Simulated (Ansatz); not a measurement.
Crystal: CdS (Greenockite).

```
CELL_PARAMETERS angstrom
4.15000 0.00000 0.00000
-2.07500 3.59401 0.00000
0.00000 0.00000 6.73700
ATOMIC_POSITIONS crystal
Cd 0.66667 0.33333 0.50000
Cd 0.33333 0.66667 0.00000
S 0.66667 0.33333 0.87500
S 0.33333 0.66667 0.37500
```

Base run:

```yaml
Program: Ansatz 0.2.0
Functional: PBEsol
Potentials_or_basis: all-electron LAPW, scalar-relativistic
Cutoff: 227 eV
Density_cutoff: 908 eV
Basis_error_allowed: 0.002 eV/atom
k_mesh: 7 × 7 × 4
Occupations: fermi-dirac, width 0.05 eV
Spin: no spin polarisation
```

Its results: band gap on the k mesh 1.06 eV, direct; pressure -1.0 GPa; largest force 0.065 eV/Å.

Task: The run is repeated on the same cell with these changes: potentials or basis from all-electron LAPW, scalar-relativistic to all-electron LAPW, non-relativistic. What comes out?

Result: Band gap on the k mesh 1.54 eV, direct; pressure 1.2 GPa; largest force 0.082 eV/Å.

Caveats: relativity is left out, which matters for the heavier elements (some runs).

Not every run made on this cell is shown here.
